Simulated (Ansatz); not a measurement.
Start from ZnTe in the zinc blende structure (space group F-43m, No. 216).

```xyz
2
Lattice="0.0000 3.0895 3.0895 3.0895 0.0000 3.0895 3.0895 3.0895 0.0000" Properties=species:S:1:pos:R:3 pbc="T T T"
Te     4.6343     4.6343     4.6343
Zn     0.0000     0.0000     0.0000
```

Method: plane-wave PAW DFT at the PBE level (Ansatz, an electronic-structure program, 420 eV), no spin-orbit coupling.

Base values:

```
Quantity              Result
-------------------  -------
Band gap             1.08 eV
Lattice parameter a  6.179 Å
```

It is then changed as follows: a hydrostatic pressure of 9 GPa.

Task: Predict the new band gap.

Result: The band gap goes up by 0.72 eV, from 1.08 eV to 1.80 eV.

Task: How does this affect the lattice parameter a?

Result: The lattice parameter a falls by 0.2965 Å (6.179 Å → 5.883 Å).

Spin-orbit coupling, missing from the scalar runs, can matter with Te. Load acts through the strain it causes; cell and atoms are relaxed under it. Stability against distortions was not tested. Tetrahedral semiconductors of this kind turn to denser phases somewhere between about 1 and 50 GPa; those were not computed, so compressed cells here can lie past the real transition.
